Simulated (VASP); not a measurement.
AlN, 4 atoms in the cell. It takes space group P6_3mc (No. 186, hexagonal). The conventional cell has a = 3.129 Å, b = 3.129 Å, c = 5.017 Å, α = 90.00°, β = 90.00°, γ = 120.00°. Al (site symmetry 3m) has 4 N at 1.90 to 1.91 Å as nearest neighbours. N (site symmetry 3m) is surrounded by 4 Al at 1.90 to 1.91 Å. The cell is a database's computed one.

| Quantity | Value |
| --- | --- |
| Program | VASP 6.6.1 |
| Task | relaxation of cell and atoms |
| Functional | r2SCAN |
| Potentials or basis | VASP PAW PBE potentials, release 64 (Al, N) |
| Cutoff | 600 eV |
| k mesh | 9 × 9 × 4 |
| Occupations | gaussian, width 0.02 eV |
| Spin | no spin polarisation |
| Dipole correction | no |
| Further INCAR settings | ALGO = Normal; EDIFF = 1e-06; IBRION = 2; EDIFFG = -0.005; NSW = 100; ISIF = 3 |

Potentials or basis: VASP PAW PBE potentials, release 64 (Al, N).

Run with:

```bash
$ cat potpaw_PBE.64/Al/POTCAR potpaw_PBE.64/N/POTCAR > POTCAR
$ cp INCAR.step1 INCAR
$ mpirun -np 1 vasp_std > vasp.out
$ cp INCAR.step2 INCAR
$ mpirun -np 1 vasp_std > vasp.out
```

Hardware: 1 thread of Intel(R) Xeon(R) Platinum 8488C (Sapphire Rapids), with other jobs on the host.

**Question.** Estimate the wall time of this run.

**Answer.** Wall time 4.6 min on 1 thread of Intel(R) Xeon(R) Platinum 8488C (Sapphire Rapids) (shared host), peak memory 0.19 GiB. Counts: scf iterations 62, k points 36, ion steps 7.
